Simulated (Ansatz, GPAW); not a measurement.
# Ballistic transport through naphthalene-2,6-dithiol between two Al chains, from relaxation to T(E), part 3 of 3

Aim: the conductance of naphthalene-2,6-dithiol between two Al chains after relaxation, and whether geometry, basis or functional moves it most.

GPAW 26.7.0 and Ansatz 0.2.0; Ansatz plane waves; relaxation of the junction with the lead ends held; PAW set soft_1 (the session's first sound run).

So far, transmission at the Fermi level (one spin): step 3 (plane-wave reference (PBE)) 0.00517; step 4 (double-zeta polarised basis, PBE, GPAW) 0.00599; step 5 (single-zeta polarised basis, PBE, GPAW) 0.00964; step 6 (GPAW, sz: basis = "sz(dzp)", PBE, GPAW) 0.0140; step 7 (LDA in the dzp basis: xc = "LDA") 0.00690. Also open channels of the lead at the Fermi level (one spin): 2 in steps 3, 4, 6 and 7.

## 8. Without the relaxation: geometry = "as built"

The dzp basis with PBE on the structure as first built shows what the relaxation was worth.

run.py reads:

```python
import json
import numpy as np
from ase import Atoms
from ase.transport.calculators import TransportCalculator
from gpaw import GPAW, FermiDirac
from gpaw.lcao.tools import get_lcao_hamiltonian
from scipy.linalg import eigh

# The junction with lead layers at both ends, along the third cell vector
device = Atoms(
    ['Al', 'Al', 'Al', 'Al', 'Al', 'Al', 'Al', 'S', 'H', 'C', 'C', 'H', 'C', 'H', 'C', 'C', 'C', 'C', 'H', 'C', 'H', 'C', 'C', 'H', 'S', 'Al', 'Al', 'Al', 'Al', 'Al', 'Al', 'Al'],
    positions=[
        [6.39219, 4.57051, 1.20000],
        [6.39219, 4.57051, 3.60000],
        [6.39219, 4.57051, 6.00000],
        [6.39219, 4.57051, 8.40000],
        [6.39219, 4.57051, 10.80000],
        [6.39219, 4.57051, 13.20000],
        [6.39219, 4.57051, 15.60000],
        [4.99051, 5.88419, 16.67216],
        [7.47604, 5.88926, 18.17483],
        [5.33504, 5.87668, 18.41793],
        [6.65258, 5.88062, 18.88564],
        [3.25000, 5.89101, 18.98379],
        [4.28081, 5.88485, 19.33077],
        [9.08633, 5.89020, 20.05538],
        [6.92786, 5.88095, 20.26399],
        [4.53866, 5.88493, 20.70396],
        [8.24571, 5.88493, 20.74607],
        [5.85651, 5.88095, 21.18605],
        [3.69804, 5.89020, 21.39465],
        [8.50356, 5.88485, 22.11926],
        [9.53437, 5.89101, 22.46624],
        [6.13179, 5.88062, 22.56440],
        [7.44933, 5.87668, 23.03211],
        [5.30833, 5.88927, 23.27521],
        [7.79386, 5.88420, 24.77788],
        [6.39219, 4.57051, 25.85003],
        [6.39219, 4.57051, 28.25003],
        [6.39219, 4.57051, 30.65003],
        [6.39219, 4.57051, 33.05003],
        [6.39219, 4.57051, 35.45003],
        [6.39219, 4.57051, 37.85003],
        [6.39219, 4.57051, 40.25003]],
    cell=[[12.78437, 0.0, 0.0], [0.0, 9.14101, 0.0], [0.0, 0.0, 41.45003]],
    pbc=True)

# One principal layer of the lead: the first 4 atoms of the device
lead = Atoms(
    ['Al', 'Al', 'Al', 'Al'],
    positions=[
        [6.39219, 4.57051, 1.20000],
        [6.39219, 4.57051, 3.60000],
        [6.39219, 4.57051, 6.00000],
        [6.39219, 4.57051, 8.40000]],
    cell=[[12.78437, 0.0, 0.0], [0.0, 9.14101, 0.0], [0.0, 0.0, 9.6]],
    pbc=True)

settings = dict(mode='lcao', basis='dzp', xc='PBE', h=0.2,
                occupations=FermiDirac(0.1), maxiter=250,
                mixer=dict(beta=0.1, nmaxold=8, weight=100.0),
                convergence=dict(density=0.0001))
energies = np.arange(-2, 2 + 1e-9, 0.025)
eta = 0.0001
n1, n2 = 1, 1
# k and -k transmit alike, so half of the mesh across the current serves
mesh = [(i, j) for i in range(n1) for j in range(n2) if (i, j) <= (-i % n1, -j % n2)]
weights = np.array([1 if (i, j) == (-i % n1, -j % n2) else 2 for i, j in mesh]) / (n1 * n2)

# [... helper functions left out ...]
fermi_lead = ground_state(lead, (1, 1, 12), 'lead.txt')
fermi_device = ground_state(device, (1, 1, 2), 'device.txt')
# [... loop over the mesh left out, but for ...]
        # Shift the lead onto the potential of the device's first layer
        shift = ((H[:, 0, 0] - H0[:, 0, 0]) / S0[0, 0]).real.mean()
# [...]
kT = 8.617333e-5 * 300
bias = [0.1, 0.2, 0.5, 1.0, 1.5, 2.0]
# [... integrals and printing left out ...]
```

Started as:

```
$ OMP_NUM_THREADS=1 OPENBLAS_NUM_THREADS=1 python run.py
```

Run time: 2.2 min. Hardware: 1 thread of Arm Neoverse V2, shared host; peak memory 1.7 GiB.

Numbers from this step:

```
conductance                                    : 0.03844 G₀
largest coupling past the next principal layer : 1.26e-15 eV
largest misfit of the first principal layer    : 0.01421 eV
shift that aligns the lead                     : 0.003651 eV
transmission at the Fermi level (one spin)     : 0.03935
```

The conductance, 0.0384 G₀, lies a factor of 6.6 above that of the dzp run.

## 9. Cost and result by level

Times are wall times on the hardware named with each run. Results by setting:

```
no.      run  conductance (G₀)     time  memory (GiB)
  1   pw PBE          0.005091   77 min           7.0
  2      dzp          0.005862  2.8 min           1.7
  3      szp          0.009451  2.6 min           1.7
  4       sz           0.01375     89 s           1.6
  5  dzp LDA          0.006745  2.8 min           1.7
  6  asbuilt           0.03844  2.2 min           1.7
```

## 10. Comparison

The curves are compared point by point over the common energies.

This step: comparison of transmission and cost over codes, levels and geometry; PAW set soft_1 (GPAW 26.7.0).

Ladder, by row:

```
   step    code  T at the Fermi level (sum over the listed spins)  conductance (G0)  r.m.s. T(E) from the first  wall time (s)  peak memory (GiB)  threads
 pw-pbe  Ansatz                                          0.005167          0.005091                           0           4622              6.959        4
    dzp    GPAW                                          0.005991          0.005862                      0.1394          170.5               1.73        1
    szp    GPAW                                          0.009636          0.009451                      0.2623          153.9               1.69        1
     sz    GPAW                                           0.01395           0.01375                       0.221          89.27               1.55        1
dzp-LDA    GPAW                                          0.006901          0.006745                     0.09014          166.1               1.73        1
asbuilt    GPAW                                           0.03935           0.03844                      0.1669          132.1               1.73        1
```

Table of transmission, zone mean, sum over the listed spins by energy, zero at the Fermi level:

```
energy (eV)   pw-pbe      dzp      szp       sz  dzp-LDA  asbuilt
    -2.0000   0.0108  0.00258   4.0e-4  0.00538  0.00165   0.0221
    -1.8750    1.000   0.0145   0.0200    0.118   0.0316   0.0104
    -1.8250   0.0598    0.422   0.0464    0.247   0.0353   9.5e-4
    -1.7500   9.6e-4  0.00499    0.124    0.392   5.1e-4   2.7e-5
    -1.5000   0.0492   0.0406    0.546  2.5e-10   0.0586  0.00182
    -1.2500  0.00220   5.9e-9  1.7e-10  1.3e-12   1.9e-8   1.2e-9
    -1.0000        0  4.1e-11  2.3e-12  3.5e-13  3.9e-11  1.6e-12
    -0.7500        0  7.4e-12  1.5e-11  1.9e-11  9.1e-12  6.8e-14
    -0.5000        0  5.5e-13  1.9e-13  4.8e-13  7.5e-13  8.9e-14
    -0.2500  0.00133  0.00134  0.00143  0.00238  0.00146   0.0103
     0.0000  0.00517  0.00599  0.00964   0.0140  0.00690   0.0393
     0.2500  0.00628  0.00699   0.0150   0.0226  0.00805   0.0275
     0.5000  0.00787  0.00890   0.0268   0.0427   0.0101   0.0210
     0.7500   0.0105   0.0112   0.0521   0.0990   0.0128   0.0208
     1.0000   0.0150   0.0156    0.238    0.706   0.0191   0.0239
     1.0500   0.0165   0.0172    0.392    0.987   0.0212   0.0255
     1.1500   0.0202   0.0210    0.983    0.408   0.0264   0.0299
     1.2500   0.0256   0.0263    0.471    0.131   0.0340   0.0367
     1.5000   0.0566   0.0525   0.0627   0.0469   0.0762   0.0891
     1.7500    0.299    0.178    0.207    0.264    0.364    0.981
     1.8500    0.971    0.458    0.593    0.737    0.957    0.284
     1.9250    0.461    0.967    0.963    0.986    0.570   0.0992
     1.9500    0.287    0.950    0.984    0.918    0.383   0.0760
     2.0000    0.118    0.512    0.860    0.694    0.173   0.0498
```

## 11. Density threshold 0.01

The Hamiltonian is taken from the last density. The density threshold is one of the tests that end the cycle; the energy must settle too, so a loose value may not be the test that decides.

This step: GPAW LCAO, PAW setups; Landauer transmission from Green's functions with principal layers (ASE), zero bias (GPAW 26.7.0).

Changes to run.py since step 8:

```diff
@@ -17,24 +17,24 @@
         [6.39219, 4.57051, 10.80000],
-        [6.39219, 4.57051, 13.20000],
-        [6.39219, 4.57051, 15.60000],
-        [4.99051, 5.88419, 16.67216],
-        [7.47604, 5.88926, 18.17483],
-        [5.33504, 5.87668, 18.41793],
-        [6.65258, 5.88062, 18.88564],
-        [3.25000, 5.89101, 18.98379],
-        [4.28081, 5.88485, 19.33077],
-        [9.08633, 5.89020, 20.05538],
-        [6.92786, 5.88095, 20.26399],
-        [4.53866, 5.88493, 20.70396],
-        [8.24571, 5.88493, 20.74607],
-        [5.85651, 5.88095, 21.18605],
-        [3.69804, 5.89020, 21.39465],
-        [8.50356, 5.88485, 22.11926],
-        [9.53437, 5.89101, 22.46624],
-        [6.13179, 5.88062, 22.56440],
-        [7.44933, 5.87668, 23.03211],
-        [5.30833, 5.88927, 23.27521],
-        [7.79386, 5.88420, 24.77788],
-        [6.39219, 4.57051, 25.85003],
-        [6.39219, 4.57051, 28.25003],
+        [5.17386, 5.37701, 12.91277],
+        [5.86839, 4.97763, 15.42642],
+        [4.58997, 6.18117, 16.81678],
+        [7.28839, 6.01204, 18.08591],
+        [5.17270, 5.98566, 18.49286],
+        [6.51099, 5.96006, 18.85107],
+        [3.12761, 5.95448, 19.21902],
+        [4.17811, 5.94474, 19.51008],
+        [9.04003, 5.90754, 19.84463],
+        [6.90093, 5.91631, 20.21423],
+        [4.53219, 5.91350, 20.83985],
+        [8.26447, 5.91818, 20.61284],
+        [5.89586, 5.91389, 21.23838],
+        [3.75699, 5.89973, 21.60837],
+        [8.61874, 5.94868, 21.94258],
+        [9.66928, 5.96060, 22.23337],
+        [6.28584, 5.95715, 22.60151],
+        [7.62412, 5.98632, 22.95969],
+        [5.50861, 6.00648, 23.36710],
+        [8.20610, 6.18110, 24.63612],
+        [6.92719, 4.97639, 26.02490],
+        [7.62060, 5.36828, 28.53992],
         [6.39219, 4.57051, 30.65003],
@@ -61,3 +61,3 @@
                 mixer=dict(beta=0.1, nmaxold=8, weight=100.0),
-                convergence=dict(density=0.0001))
+                convergence=dict(density=0.01))
 energies = np.arange(-2, 2 + 1e-9, 0.025)
```

It took 76 s on 1 thread; peak memory 1.7 GiB.

The run finished with changed settings (conv = 0.01); it serves as a test.

Side by side:

```
                                           quantity   this run  sound run  difference
                                   conductance (G₀)  0.0061894  0.0058622      3.3e-4
                                 thermopower (μV/K)    -12.578    -14.527        1.95
largest coupling past the next principal layer (eV)  1.422e-15  1.256e-15     1.7e-16
   largest misfit of the first principal layer (eV)   0.066848   0.090550     -0.0237
                    shift that aligns the lead (eV)   0.045034   0.023243      0.0218
         transmission at the Fermi level (one spin)  0.0063062  0.0059908      3.2e-4
```

The two runs differ clearly in the thermopower: -12.6 μV/K against -14.5 μV/K.

## 12. Outcome

- conductance: 0.00586 G₀
- transmission at the Fermi level, mean of the spins: 0.00599
- thermopower: -14.5 μV/K
- open channels of the lead there: 2

In words: In the dzp basis the junction conducts 0.00586 G₀ at 300 K, with T = 0.00599 a spin at the Fermi level; no smaller basis tried comes within 10 % of that conductance. Relaxation moved atoms by up to 1.5 Å and took the conductance from 0.0384 to 0.00586 G₀, as a ratio a larger change than the step from dzp to the minimal basis. Plane waves (PBE) give T = 0.00517 there. The junction is in the tunnelling regime at the Fermi level. The negative thermopower says that the thermally weighted transmission is larger above the Fermi level, as for electron-like transport. Measured against the first run (pw-pbe), the nearest curve is that of dzp-LDA (r.m.s. 0.090) and the farthest that of szp (0.26). Over the compared runs wall time goes from 89 s (sz) to 4622 s (pw-pbe), on a shared host; the plane-wave run used 4 threads and the orbital runs 1. The leads kept an estimated spacing and the cell its length, so the junction may be under some tension or compression. Semilocal functionals put molecular levels too near the Fermi level, so such conductances usually come out too high, and chain electrodes have a sharper density of states than real ones. An evenly spaced straight chain is an idealisation: free chains tend to dimerise, zigzag or, where a band edge lies near the Fermi level, turn magnetic. The currents use the zero-bias T(E) throughout, which holds only while the bias is small against the distance to the nearest feature.

[Logs are printed without paths, hosts, clocks, repeated set-up lines and the standing remarks that a program may print on its own settings, such as how far it seeks lower states.]

[Hosts, paths, dates, database ids (printed as entryN), source tags and the programs' standing remarks are cut or masked in the printed files.]
